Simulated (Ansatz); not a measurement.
Crystal: CuO.

```
Cu O
1.0
     2.34465   -1.71340    0.00000
     2.34465    1.71340    0.00000
    -0.86055    0.00000    5.05944
Cu O
2 2
Direct
  0.00320 0.49680 0.00000
  0.49680 0.00320 0.50000
  0.57140 0.40560 0.25370
  0.40560 0.57140 0.75370
```

Base run:

| Quantity | Value |
| --- | --- |
| Program | Ansatz 0.2.0 |
| Functional | PBEsol |
| Potentials or basis | Ansatz PAW |
| Cutoff | 420 eV (not typed: the program's choice for these potentials) |
| k mesh | 10 × 10 × 5 |
| Occupations | fermi-dirac, width 0.05 eV |
| Spin | no spin polarisation |

Its results: band gap on the k mesh none (metal or under the smearing width); pressure -2.7 GPa; largest force 0.757 eV/Å.

The run is repeated on the same cell with these changes: functional from PBEsol to BLYP. What comes out?

Band gap on the k mesh none (metal or under the smearing width); pressure 12.4 GPa; largest force 0.779 eV/Å.

BLYP binds less tightly than PBEsol, so the same cell stands under more pressure.

Caveats: the run has no spin polarisation, though such a crystal can be magnetic; semilocal functionals often make such compounds metallic where correlation or magnetic order opens a gap, which also shifts bond lengths; the PAW data sets come from PBE, with cores solved anew for the run's functional, which leaves a small shift of forces and pressure.
